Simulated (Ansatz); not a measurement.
Si, space group P6/mmm, cell relaxations under several functionals

Computed with Ansatz 0.2.0, Python API.

Typed at the interpreter:
```pycon
>>> import ansatz as az
>>> import numpy as np
>>> def edges_and_angles(cell):
...     cell = np.asarray(cell)
...     a, b, c = np.linalg.norm(cell, axis=1)
...     cosines = cell[1] @ cell[2] / (b * c), cell[0] @ cell[2] / (a * c), cell[0] @ cell[1] / (a * b)
...     return (a, b, c, *np.degrees(np.arccos(cosines)))
...
>>> system = (
...     az.Lattice.from_parameters(2.527, 2.527, 2.373, alpha=90, beta=90, gamma=120)
...     .space_group(191)
...     .atom("Si", (0.0, 0.0, 0.0))
... )
>>> system.resolved().sites[-1]
Site(symbol='Si', position=(0.0, 0.0, 0.0), moment=None, axis=None, held=None, saved=None)
>>> model = (
...     system.calculation()
...     .basis(550)
...     .kpoints(12, 12, 11)
...     .occupations(az.OccupationsMethod.FERMI_DIRAC, width=0.1)
...     .relax(cell=True, force_tolerance=0.01)
... )
>>> levels = [("pbe", "d4"), ("pbesol", "none"), ("revpbe", "d3bj")]
>>> print("level            a       b       c    alpha   beta  gamma  V/atom  steps")
level            a       b       c    alpha   beta  gamma  V/atom  steps
>>> for name, dispersion in levels:
...     seen = []
...     run = model.functional(name, dispersion=dispersion).session().plan()
...     done = run.execute(on_event=lambda e: seen.append(e) if e["event"] == "relax_step" else None)
...     cell = done.lattice.cell_ang
...     label = name if dispersion == "none" else f"{name}+{dispersion}"
...     print("{:13s} {:7.4f} {:7.4f} {:7.4f} {:6.2f} {:6.2f} {:6.2f}".format(label, *edges_and_angles(cell)), f"{abs(np.linalg.det(cell)) / len(done.lattice.sites):7.3f} {len(seen):5d}")
...
pbe+d4         2.6013  2.6013  2.4743  90.00  90.00 120.00  14.499     5
pbesol         2.6154  2.6154  2.4861  90.00  90.00 120.00  14.728     5
revpbe+d3bj    2.5733  2.5733  2.4525  90.00  90.00 120.00  14.064     5
```

From smallest to largest: revPBE+D3BJ (14.06 Å³ an atom, +7.2 % against the start), PBE+D4 (14.50 Å³ an atom, +10.5 % against the start) and PBEsol (14.73 Å³ an atom, +12.2 % against the start). The spread is 4.7 % in volume.

Reading the output:
- Dispersion corrections can be off by several per cent in the lattices of metals, and by several GPa in the pressure at a fixed cell.
- The mesh is modest for a metal, so energies can be off by several to tens of meV an atom and pressures by half a GPa or more; differences at equal mesh fare better.
- This isn't the structure that Si takes at ambient conditions.
- Finished in 22 s on 1 thread of Intel(R) Xeon(R) Processor @ 2.30GHz, on a shared host, peak memory 0.49 GiB.
